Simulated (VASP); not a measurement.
Write the native input for VASP 6.6.1 that does the following.

```yaml
Task: relaxation of cell and atoms
Functional: PBEsol
Potentials_or_basis: VASP PAW PBE potentials, release 64 (Hf)
Cutoff: 520 eV
k_mesh: 16 × 16 × 16
Occupations: gaussian, width 0.1 eV
Spin: no spin polarisation
Target_pressure: 100 GPa
Further_INCAR_settings: ALGO = Normal; EDIFF = 1e-07; IBRION = 2; EDIFFG = -0.002; NSW = 80; ISIF = 3
Target_pressure: 100 GPa
```

The structure of Hf lies in POSCAR:

```
Hf                                      
1.0
   -1.5306384476      1.5306384476      1.5306384476
    1.5306384476     -1.5306384476      1.5306384476
    1.5306384476      1.5306384476     -1.5306384476
  Hf            
     1
Direct
     0.0000000000000000    0.0000000000000000    0.0000000000000000
```

This isn't the form of Hf at room conditions, which is hcp.

These files were run (other wordings do the same):

INCAR

```
ALGO     = Normal         # electronic algorithm
EDIFF    = 1E-7           # SCF threshold, eV
EDIFFG   = -0.002         # ionic threshold
ENCUT    = 520            # plane-wave cutoff, eV
GGA      = PS             # functional
IBRION   = 2              # ionic algorithm
ISIF     = 3              # what is computed and relaxed
ISMEAR   = 0              # smearing method
LASPH    = True           # aspherical terms in the spheres
LCHARG   = False          # write CHGCAR
LREAL    = False          # projectors in reciprocal space
LWAVE    = False          # write WAVECAR
NELM     = 80             # most SCF steps
NSW      = 80             # ionic steps
PREC     = Accurate       # precision mode
PSTRESS  = 1000         
SIGMA    = 0.1            # smearing width, eV
```

KPOINTS

```
k-points
0
Gamma
  16 16 16
```

Potentials or basis: VASP PAW PBE potentials, release 64 (Hf).

Launch:

```sh
$ cat potpaw_PBE.64/Hf/POTCAR > POTCAR
$ mpirun -np 1 vasp_std > vasp.out
```

It gave:

```yaml
Relaxed_volume: 13.35 Å³/atom
Relaxed_cell: a = 2.588 Å, b = 2.588 Å, c = 2.588 Å, α = 109.47°, β = 109.47°, γ = 109.47°
Space_group_after_relaxing_to_0.05_Å: Im-3m (No. 229)
Energy_change_on_relaxing_the_enthalpy_is_what_falls: +539.1 meV/atom
Ionic_steps: 16
Pressure_after_relaxing: 100.0 GPa
Band_gap_on_the_k_mesh: none (metal or under the smearing width)
```

Caveat: the cell is relaxed towards a set pressure, so the enthalpy falls and the energy may rise; the PAW data sets were made with another functional, which shifts forces and pressure a little.

It took 24 s on 1 thread of Intel(R) Xeon(R) 6975P-C (Granite Rapids), on a shared host, peak memory 0.14 GiB.
